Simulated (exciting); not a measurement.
Crystal: MgS.

```xyz
2
Lattice="0.0000 2.8331 2.8331 2.8331 0.0000 2.8331 2.8331 2.8331 0.0000" Properties=species:S:1:pos:R:3 pbc="T T T"
S     1.4166    1.4166    1.4166
Mg    0.0000    0.0000    0.0000
```

The cell comes from a database or a generator and needn't be the stable form of this composition.

Base run:

```yaml
Program: exciting (release sodium)
Functional: LDA
Potentials_or_basis: all-electron LAPW+lo, shipped species files, valence relativity iora*
rgkmax: 6
k_mesh: 7 × 7 × 7
Occupations: gaussian, width 0.005 eV
Spin: no spin polarisation
```

Its results: band gap on the k mesh 3.17 eV, direct.

Task: The run is repeated on the same cell with these changes: functional from LDA to PBEsol; k mesh from 7 × 7 × 7 to 4 × 4 × 4. What comes out?

Result: Band gap on the k mesh 3.27 eV, direct.

Several settings changed at once, so the effect can't be laid on one alone.

Caveats: some runs use coarse meshes; an odd mesh through Γ misses points on the zone boundary, where band edges often lie (some runs).

Not every run made on this cell is shown here.
